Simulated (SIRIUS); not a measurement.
## MoS2 in SIRIUS: convergence with empty bands

Input of the first run (empty bands 1); the others differ in this setting and in those tied to it:

File sirius.json:

```json
{
  "control": {
    "processing_unit": "cpu",
    "verbosity": 2,
    "num_bands_to_print": 14,
    "print_forces": true,
    "print_stress": true
  },
  "parameters": {
    "electronic_structure_method": "pseudopotential",
    "xc_functionals": ["XC_LDA_X", "XC_LDA_C_PW"],
    "gk_cutoff": 6.4,
    "pw_cutoff": 20.0,
    "ngridk": [9, 9, 4],
    "shiftk": [0, 0, 0],
    "smearing": "methfessel_paxton",
    "smearing_width": 0.0018374661,
    "num_bands": 14,
    "num_mag_dims": 0,
    "num_dft_iter": 100,
    "energy_tol": 1e-08,
    "density_tol": 1e-06
  },
  "iterative_solver": {
    "type": "davidson",
    "min_tolerance": 1e-10
  },
  "mixer": {
    "type": "anderson",
    "beta": 0.7,
    "max_history": 8
  },
  "settings": {
    "tol_ne": 1e-10
  },
  "unit_cell": {
    "lattice_vectors": [
      [6.099024098359, 0.0, 0.0],
      [-3.04951204918, 5.28190980736, 0.0],
      [0.0, 0.0, 11.92884593278]
    ],
    "atom_coordinate_units": "lattice",
    "atom_types": ["Mo", "S"],
    "atom_files": {
      "S": "S.json",
      "Mo": "Mo.json"
    },
    "atoms": {
      "Mo": [
        [0.0, 0.0, 0.5]
      ],
      "S": [
        [0.6666666667, 0.3333333333, 0.74468068],
        [0.3333333333, 0.6666666667, 0.25531932]
      ]
    }
  }
}
```

Potentials or basis: GBRV 1.5 LDA (ultrasoft).

Launch:

```console
$ upf_to_json s_lda_v1.4.uspp.F.UPF
$ upf_to_json mo_lda_v1.uspp.F.UPF
$ OMP_NUM_THREADS=1 sirius.scf --input=sirius.json --output=out.json --task=0
```

Measurements of this composition are mostly on another form, of space group No. 194.

Hardware: 1 thread of Arm Neoverse V2 (shared host).

**Question.** The values tried are 1, 2, 3, 4, 6, 10, 16, loosest first. From which on does the largest force stay within 0.005 eV/Å of the tightest run that finished?

**Answer.** From 2 on.

```csv
empty bands,largest force (eV/Å),SCF cycles,CPU time (s),peak memory (GiB)
1,0.146,34,75,0.53
2,0.160,22,47,0.53
3,0.158,21,47,0.53
4,0.157,22,52,0.53
6,0.157,23,58,0.54
10,0.158,21,68,0.54
16,0.157,20,86,0.55
```

The tightest run that finished is the yardstick and may itself not be fully converged.

Caveat, for the tightest run too: this version's Methfessel-Paxton entropy term is faulty, so the free energy in the log is wrong and no energy is listed.
